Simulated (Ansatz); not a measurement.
(102) slab cut from the bulk of Si$_{2}$W, I4/mmm (No. 139); the slab's formula is Si2W:

```
CELL_PARAMETERS angstrom
3.21129 0.00000 0.00000
0.00000 10.10750 0.00000
0.00000 0.00000 25.73768
ATOMIC_POSITIONS crystal
Si 0.50000 0.19942 0.29140
Si 0.00000 0.40152 0.30688
W 0.50000 0.60094 0.32323
Si 0.00000 0.80037 0.33957
Si 0.50000 0.00246 0.35506
W 0.00000 0.20188 0.37140
Si 0.50000 0.40131 0.38774
Si 0.00000 0.60340 0.40323
W 0.50000 0.80283 0.41957
Si 0.00000 0.00225 0.43592
Si 0.50000 0.20434 0.45140
W 0.00000 0.40377 0.46774
Si 0.50000 0.60319 0.48409
Si 0.00000 0.80529 0.49957
W 0.50000 0.00471 0.51591
Si 0.00000 0.20413 0.53226
Si 0.50000 0.40623 0.54774
W 0.00000 0.60565 0.56408
Si 0.50000 0.80508 0.58043
Si 0.00000 0.00717 0.59591
W 0.50000 0.20659 0.61226
Si 0.00000 0.40602 0.62860
Si 0.50000 0.60811 0.64408
W 0.00000 0.80754 0.66043
Si 0.50000 0.00696 0.67677
Si 0.00000 0.20905 0.69225
W 0.50000 0.40848 0.70860
```

Theory: DFT r2SCAN, scalar-relativistic, plane waves, PAW (Ansatz). Plane waves to 500 eV, a k mesh through Γ of 11×4×1 on the computed 27-atom cell and Gaussian smearing (0.10 eV); no spin polarisation. The cell repeats along c with a dipole correction in the vacuum.

(1) What forces act on the atoms?

Spin–orbit coupling is left out, which can shift energies with elements as heavy as these.

Answers

(1)
```
atom Fx (eV/Å) Fy (eV/Å) Fz (eV/Å)
 Si1      0.000     -0.244     -0.530
 Si2      0.000      0.525      0.479
  W3      0.000     -1.006      1.542
 Si4      0.000     -0.058     -0.770
 Si5      0.000      0.109     -0.352
  W6      0.000      0.583      0.876
 Si7      0.000      0.375     -0.747
 Si8      0.000     -0.142     -0.761
  W9      0.000     -0.079      0.482
Si10      0.000      0.148     -0.349
Si11      0.000     -0.188     -0.127
 W12      0.000      0.119      0.338
Si13      0.000      0.116     -0.111
Si14      0.000     -0.047      0.029
 W15      0.000     -0.004      0.057
Si16      0.000     -0.008     -0.247
Si17      0.000     -0.062     -0.021
 W18      0.000     -0.126     -0.145
Si19      0.000      0.204      0.566
Si20      0.000     -0.516      0.483
 W21      0.000     -0.248      0.346
Si22      0.000      0.479      1.148
Si23      0.000     -0.459      1.215
 W24      0.000      0.731     -1.261
Si25      0.000     -0.750     -0.261
Si26      0.000      0.562      0.467
 W27      0.000     -0.014     -2.347
```

Cost: 1 run of about 14 core-minutes, on Arm Neoverse V1 (shared hosts).